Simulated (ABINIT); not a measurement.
# FeO (R-3m) in ABINIT: a series of runs

The runs below take FeO through single point, with PBE.

Everything below comes from runs of ABINIT 10.8.3 (patched build). Logs are shortened: lines on timing, memory, paths and dates and some standing lists are left out, and cuts for length are marked. The log counts tension as positive stress, the text compression.

## Step 1: The structure

It takes space group R-3m (No. 166, trigonal). The conventional cell has a = 3.035 Å, b = 3.035 Å, c = 7.547 Å, α = 90.00°, β = 90.00°, γ = 120.00°. Fe (site symmetry -3m) is surrounded by 6 O at 2.16 Å. Around O (site symmetry -3m) lie 6 Fe at 2.16 Å.

## Step 2: Single point, PBE, collinear spin, ferromagnetic start

Input file run.abi:

```
# Pseudopotentials
pp_dirpath "./"
pseudos "26_Fe_16_2.0_2.5_pbe_n_v1.0.psp8, 08_O_6_1.2_1.4_pbe_n_v1.0.psp8"

# Structure
acell 5.7939039019 5.7939039019 5.7939038996
rprim
     0.4950036419     0.2857904876     0.8205456671
    -0.4950036419     0.2857904876     0.8205456671
     0.0000000000    -0.5715809722     0.8205456674
ntypat 2
znucl 26 8
natom 2
typat 1 2
xcart
     0.0000000000     0.0000000000     0.0000000000
     0.0000000000     0.0000000050     3.7736918700 Angstrom

# Plane-wave basis
ecut 1088.455450 eV

# k points
kptopt 1
ngkpt 9 9 9
nshiftk 1
shiftk 0.0 0.0 0.0

# Exchange and correlation
ixc 11

# Bands and occupations
nband 16
occopt 3
tsmear 0.05 eV

# Spin
nsppol 2
spinat
     0.0000000000     0.0000000000     4.0000000000
     0.0000000000     0.0000000000     0.0000000000

# SCF cycle
nstep 100
tolvrs 1.0e-10

# Output
iomode 3
prtwf 0
prtden 0
prteig 0
prtebands 0
```

Potentials or basis: SPMS NC PBE v1.0.

The run is started by

```sh
abinit run.abi > log 2>&1
```

run.abo:

```text
.Version 10.8.3 of ABINIT
 Symmetries : space group R-3 m (#166); Bravais hR (rhombohedral)
================================================================================
 Values of the parameters that define the memory need of the present run
     intxc =       0    ionmov =       0      iscf =       7    lmnmax =       6
     lnmax =       6     mgfft =      36  mpssoang =       3    mqgrid =    3001
     natom =       2  nloc_mem =       1    nspden =       2   nspinor =       1
    nsppol =       2      nsym =      12    n1xccc =    2501    ntypat =       2
    occopt =       3   xclevel =       2
       mpw =        1663          nfft =       46656          nkpt =          85
================================================================================
================================================================================

--------------------------------------------------------------------------------
------------- Echo of variables that govern the present computation ------------
--------------------------------------------------------------------------------
 -outvars: echo values of preprocessed input variables --------
            acell      5.7939039019E+00  5.7939039019E+00  5.7939038996E+00 Bohr
              amu      5.58470000E+01  1.59994000E+01
             ecut      4.00000000E+01 Hartree
                       outvar_i_n : Printing only first  50 k-points.
              ixc          11
                       outvar_i_n : Printing only first  50 k-points.
         kptrlatt        9    0    0      0    9    0      0    0    9
          kptrlen      5.16240637E+01
            natom           2
            nband          16
            ngfft          36      36      36
             nkpt          85
           nspden           2
           nsppol           2
            nstep         100
             nsym          12
           ntypat           2
                       prtocc : prtvol=0, do not print more k-points.
                       1.000000  1.000000  1.000000  1.000000  1.000000  1.000000
                       1.000000  1.000000  1.000000  1.000000  1.000000  0.000000
                       0.000000  0.000000  0.000000  0.000000
                       1.000000  1.000000  1.000000  1.000000  1.000000  1.000000
                       1.000000  1.000000  1.000000  1.000000  1.000000  0.000000
                       0.000000  0.000000  0.000000  0.000000
                       1.000000  1.000000  1.000000  1.000000  1.000000  1.000000
                       1.000000  1.000000  1.000000  1.000000  1.000000  0.000000
                       0.000000  0.000000  0.000000  0.000000
                       1.000000  1.000000  1.000000  1.000000  1.000000  1.000000
                       1.000000  1.000000  1.000000  1.000000  1.000000  0.000000
                       0.000000  0.000000  0.000000  0.000000
                       1.000000  1.000000  1.000000  1.000000  1.000000  1.000000
                       1.000000  1.000000  1.000000  1.000000  1.000000  0.000000
                       0.000000  0.000000  0.000000  0.000000
                       1.000000  1.000000  1.000000  1.000000  1.000000  1.000000
                       1.000000  1.000000  1.000000  1.000000  1.000000  0.000000
[... 118 lines left out ...]
                       1.000000  1.000000  1.000000  1.000000  1.000000  1.000000
                       1.000000  1.000000  1.000000  1.000000  1.000000  0.000000
                       0.000000  0.000000  0.000000  0.000000
                       1.000000  1.000000  1.000000  1.000000  1.000000  1.000000
                       1.000000  1.000000  1.000000  1.000000  1.000000  0.000000
                       0.000000  0.000000  0.000000  0.000000
                       1.000000  1.000000  1.000000  1.000000  1.000000  1.000000
                       1.000000  1.000000  1.000000  1.000000  1.000000  0.000000
                       0.000000  0.000000  0.000000  0.000000
                       1.000000  1.000000  1.000000  1.000000  1.000000  1.000000
                       1.000000  1.000000  1.000000  1.000000  1.000000  0.000000
                       0.000000  0.000000  0.000000  0.000000
                       1.000000  1.000000  1.000000  1.000000  1.000000  1.000000
                       1.000000  1.000000  1.000000  1.000000  1.000000  0.000000
                       0.000000  0.000000  0.000000  0.000000
                       prtocc : prtvol=0, do not print more k-points.
           occopt           3
           prtden           0
        prtebands           0
           prteig           0
            prtwf           0
            rprim      4.9500364190E-01  2.8579048760E-01  8.2054566710E-01
                      -4.9500364190E-01  2.8579048760E-01  8.2054566710E-01
                       0.0000000000E+00 -5.7158097220E-01  8.2054566740E-01
          spgroup         166
           spinat      0.0000000000E+00  0.0000000000E+00  4.0000000000E+00
[... 94 lines left out ...]
- [  0.0000000,  -3.3116852,   4.7541627, ]
lattice_lengths: [   5.79390,    5.79390,    5.79390, ]
lattice_angles: [ 59.340,  59.340,  59.340, ] # degrees, (23, 13, 12)
lattice_volume:   1.3546404E+02
convergence: {deltae: -7.958E-13, res2:  6.392E-11, residm:  3.991E-04, diffor: null, }
etotal    :  -1.33639978E+02
entropy   :   0.00000000E+00
fermie    :   2.47991152E-01
cartesian_stress_tensor: # hartree/bohr^3
- [  1.88698481E-05,   0.00000000E+00,   0.00000000E+00, ]
- [  0.00000000E+00,   1.88696236E-05,  -6.90056949E-11, ]
- [  0.00000000E+00,  -6.90056949E-11,   5.65509574E-05, ]
pressure_GPa:  -9.2471E-01
xred      :
- [  0.0000E+00,   0.0000E+00,   0.0000E+00, Fe]
- [  5.0000E-01,   5.0000E-01,   5.0000E-01,  O]
cartesian_forces: # hartree/bohr
- [ -0.00000000E+00,  -0.00000000E+00,  -0.00000000E+00, ]
- [ -0.00000000E+00,  -0.00000000E+00,  -0.00000000E+00, ]
force_length_stats: {min:   0.00000000E+00, max:   0.00000000E+00, mean:   0.00000000E+00, }
...

 Integrated electronic and magnetization densities in atomic spheres:
 ------------------------------------------------------------------------------------------------------------
 Radius=ratsph(iatom), smearing ratsm=  0.0000. Diff(up-dn)=approximate z local magnetic moment.
    Atom    Radius    up_density   dn_density  Total(up+dn)  Diff(up-dn)
    1 Fe   2.00000     8.724048     5.179569     13.903616     3.544479
    2  O   2.00000     3.277809     2.942357      6.220165     0.335452
 ------------------------------------------------------------------------------------------------------------
  Sum:                12.001856     8.121925     20.123782     3.879931
 Total magnetization (from the atomic spheres):                3.879931
 Total magnetization (exact up - dn):                          4.000221

================================================================================

 ----iterations are completed or convergence reached----

 Mean square residual over all n,k,spin=   25.393E-08; max=  39.914E-05
 reduced coordinates (array xred) for    2 atoms
       0.000000000000      0.000000000000      0.000000000000
       0.500000000000      0.500000000000      0.500000000000
 rms dE/dt=  0.0000E+00; max dE/dt=  0.0000E+00; dE/dt below (all hartree)
    1       0.000000000000      0.000000000000      0.000000000000
    2       0.000000000000      0.000000000000      0.000000000000

 cartesian coordinates (angstrom) at end:
    1      0.00000000000000     0.00000000000000     0.00000000000000
    2      0.00000000000000     0.00000000494684     3.77369186762262

 cartesian forces (hartree/bohr) at end:
    1     -0.00000000000000    -0.00000000000000    -0.00000000000000
    2     -0.00000000000000    -0.00000000000000    -0.00000000000000
 frms,max,avg= 0.0000000E+00 0.0000000E+00   0.000E+00  0.000E+00  0.000E+00 h/b

 cartesian forces (eV/Angstrom) at end:
    1     -0.00000000000000    -0.00000000000000    -0.00000000000000
    2     -0.00000000000000    -0.00000000000000    -0.00000000000000
 frms,max,avg= 0.0000000E+00 0.0000000E+00   0.000E+00  0.000E+00  0.000E+00 e/A
 length scales=  5.793903901900  5.793903901900  5.793903899600 bohr
              =  3.066001904967  3.066001904967  3.066001903750 angstroms
 Fermi (or HOMO) energy (hartree) =   0.24799   Average Vxc (hartree)=  -0.46785
 Magnetization (Bohr magneton)=  4.00022126E+00
 Total spin up =  1.30001106E+01   Total spin down =  8.99988937E+00
 Eigenvalues (hartree) for nkpt=  85  k points, SPIN UP:
 kpt#   1, nband= 16, wtk=  0.00137, kpt=  0.0000  0.0000  0.0000 (reduced coord)
  -3.03602   -1.80566   -1.80502   -1.80502   -0.51127    0.09768    0.09992    0.09992
   0.10542    0.10572    0.10572    0.10889    0.10889    0.25244    0.81470    0.86377
      occupation numbers for kpt#   1
   1.00000    1.00000    1.00000    1.00000    1.00000    1.00000    1.00000    1.00000
   1.00000    1.00000    1.00000    1.00000    1.00000    0.08170    0.00000    0.00000
 prteigrs : prtvol=0 or 1, do not print more k-points.

 Eigenvalues (hartree) for nkpt=  85  k points, SPIN DOWN:
 kpt#   1, nband= 16, wtk=  0.00137, kpt=  0.0000  0.0000  0.0000 (reduced coord)
  -2.93748   -1.67039   -1.67035   -1.67035   -0.49174    0.12669    0.13029    0.13029
   0.22026    0.22331    0.22331    0.25811    0.25811    0.28020    0.81249    0.89524
      occupation numbers for kpt#   1
   1.00000    1.00000    1.00000    1.00000    1.00000    1.00000    1.00000    1.00000
   1.00000    1.00000    1.00000    0.00405    0.00405    0.00000    0.00000    0.00000
 prteigrs : prtvol=0 or 1, do not print more k-points.

--- !EnergyTerms
iteration_state     : {dtset: 1, }
comment             : Components of total free energy in Hartree
kinetic             :  5.75308408216282E+01
hartree             :  3.07497649535807E+01
xc                  : -1.98278249401503E+01
Ewald energy        : -9.49401494370509E+01
psp_core            :  6.96867779776160E+00
local_psp           : -7.87233824797490E+01
non_local_psp       : -3.53975102009957E+01
internal            : -1.33639583484975E+02
'-kT*entropy'       : -3.94783293064267E-04
total_energy        : -1.33639978268268E+02
total_energy_eV     : -3.63652906656236E+03
band_energy         : -1.62214085615928E+01
...

 Cartesian components of stress tensor (hartree/bohr^3)
  sigma(1 1)=  1.88698481E-05  sigma(3 2)= -6.90056949E-11
  sigma(2 2)=  1.88696236E-05  sigma(3 1)=  0.00000000E+00
  sigma(3 3)=  5.65509574E-05  sigma(2 1)=  0.00000000E+00

-Cartesian components of stress tensor (GPa)         [Pressure= -9.2471E-01 GPa]
- sigma(1 1)=  5.55170099E-01  sigma(3 2)= -2.03021764E-06
- sigma(2 2)=  5.55163492E-01  sigma(3 1)=  0.00000000E+00
- sigma(3 3)=  1.66378661E+00  sigma(2 1)=  0.00000000E+00

== END DATASET(S) ==============================================================
================================================================================

 -outvars: echo values of variables after computation  --------
            acell      5.7939039019E+00  5.7939039019E+00  5.7939038996E+00 Bohr
           etotal     -1.3363997827E+02
            fcart     -0.0000000000E+00 -0.0000000000E+00 -0.0000000000E+00
                      -0.0000000000E+00 -0.0000000000E+00 -0.0000000000E+00
            rprim      4.9500364190E-01  2.8579048760E-01  8.2054566710E-01
                      -4.9500364190E-01  2.8579048760E-01  8.2054566710E-01
                       0.0000000000E+00 -5.7158097220E-01  8.2054566740E-01
           strten      1.8869848136E-05  1.8869623570E-05  5.6550957407E-05
                      -6.9005694884E-11  0.0000000000E+00  0.0000000000E+00
           xangst      0.0000000000E+00  0.0000000000E+00  0.0000000000E+00
                       0.0000000000E+00  4.9468405302E-09  3.7736918676E+00
             xred      0.0000000000E+00  0.0000000000E+00  0.0000000000E+00
                       5.0000000000E-01  5.0000000000E-01  5.0000000000E-01
 Calculation completed.
```

Wall time 2.6 min (1 thread of Arm Neoverse V2, shared host); peak memory 0.14 GiB.

Results:

| Item | Value |
| --- | --- |
| Free energy | -3636.5291 eV |
| Pressure | -0.9 GPa |
| Band gap on the k mesh | none (metal or under the smearing width) |
| Net moment | 4.00 μB per cell |
| Site moments | Fe +3.54; O +0.34 μB |
| Valence electrons inside the program's atomic spheres | Fe 13.90; O 6.22 |

Stress tensor (GPa, compression positive):
```
-0.56  0.00  0.00
 0.00 -0.56  0.00
 0.00  0.00 -1.66
```

Caveat: a cell with one magnetic atom can't hold antiferromagnetic order, which such compounds often take; semilocal functionals often make such compounds metallic where correlation or magnetic order opens a gap, which also shifts bond lengths.

## Step 3: Single point, PBE, collinear spin, ferromagnetic start

Changes to run.abi since step 2:

```diff
@@ -2,3 +2,3 @@
 pp_dirpath "./"
-pseudos "26_Fe_16_2.0_2.5_pbe_n_v1.0.psp8, 08_O_6_1.2_1.4_pbe_n_v1.0.psp8"
+pseudos "Fe.GGA_PBE-JTH.xml, O.GGA_PBE-JTH.xml"
 
@@ -19,3 +19,5 @@
 # Plane-wave basis
-ecut 1088.455450 eV
+ecut 707.496042 eV
+pawecutdg 48.0
+pawxcdev 0
 
@@ -43,3 +45,3 @@
 nstep 100
-tolvrs 1.0e-10
+tolvrs 1.0e-9
```

Potentials or basis: JTH PAW PBE v2.0.

The run is started by

```sh
abinit run.abi > log 2>&1
```

Run time: 1.9 min. Hardware: 1 thread of Arm Neoverse V2, shared host; peak memory 0.17 GiB.

It converged, with:

```
Free energy                                           : -3825.2520 eV
Pressure                                              : -1.3 GPa
Band gap on the k mesh                                : none (metal or under the smearing width)
Net moment                                            : 4.00 μB per cell
Site moments                                          : Fe +3.59; O +0.28 μB
Valence electrons inside the program's atomic spheres : Fe 14.14; O 4.51
```

Stress tensor (GPa, compression positive):
```
-0.95  0.00  0.00
 0.00 -0.95  0.00
 0.00  0.00 -1.98
```

Levels at points of the mesh, in eV from the Fermi level:
Spin up:
```
           k point  band 9  band 10  band 11  band 12  band 13  band 14  band 15  band 16
(0.00, 0.00, 0.00)   -3.83    -3.82    -3.82    -3.65    -3.65     0.01    15.30    16.68
```
Spin down:
| k point | band 5 | band 6 | band 7 | band 8 | band 9 | band 10 | band 11 | band 12 | band 13 | band 14 |
| --- | --- | --- | --- | --- | --- | --- | --- | --- | --- | --- |
| (0.00, 0.00, 0.00) | -20.24 | -3.37 | -3.27 | -3.27 | -0.77 | -0.68 | -0.68 | 0.24 | 0.24 | 0.81 |

Caveat: a cell with one magnetic atom can't hold antiferromagnetic order, which such compounds often take; semilocal functionals often make such compounds metallic where correlation or magnetic order opens a gap, which also shifts bond lengths. With open d or f shells a metallic result of PBE can be an artefact of self-interaction; +U or a hybrid may open a gap.
